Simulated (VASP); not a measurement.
## Li2O: single point with PBEsol

Crystal: Li2O.

```
CELL_PARAMETERS angstrom
0.00000 2.28993 2.28993
2.28993 0.00000 2.28993
2.28993 2.28993 0.00000
ATOMIC_POSITIONS crystal
Li 0.25000 0.25000 0.25000
Li 0.75000 0.75000 0.75000
O 0.00000 0.00000 0.00000
```

The cell isn't the ideal one: cell and atoms relaxed tightly for response.

- Program: VASP 6.6.1
- Task: single point
- Functional: PBEsol
- Potentials or basis: VASP PAW PBE potentials, release 64 (Li_sv, O)
- Cutoff: 520 eV
- k mesh: 8 × 8 × 8
- Occupations: gaussian, width 0.01 eV
- Spin: no spin polarisation

```
Band gap on the k mesh : 4.86 eV, indirect (least direct gap 5.36 eV)
```

Levels at points of the mesh, in eV from the valence-band top:
```tsv
k point	band 2	band 3	band 4	band 5	band 6	band 7	band 8	band 9	band 10	band 11
(0.00, 0.00, 0.00)	-41.85	-15.40	0.00	0.00	0.00	5.36	11.94	11.94	11.94	19.10
(0.50, 0.00, 0.00)	-42.03	-15.17	-2.87	-0.47	-0.47	9.25	9.99	12.06	12.06	17.99
(0.50, 0.50, 0.00)	-41.96	-15.12	-1.63	-1.45	-1.45	4.86	13.65	13.65	14.98	15.99
```

It took 4 s on 1 thread of Intel(R) Xeon(R) Platinum 8488C (Sapphire Rapids), on a shared host, peak memory 0.13 GiB.

 A k mesh can miss the band edges.
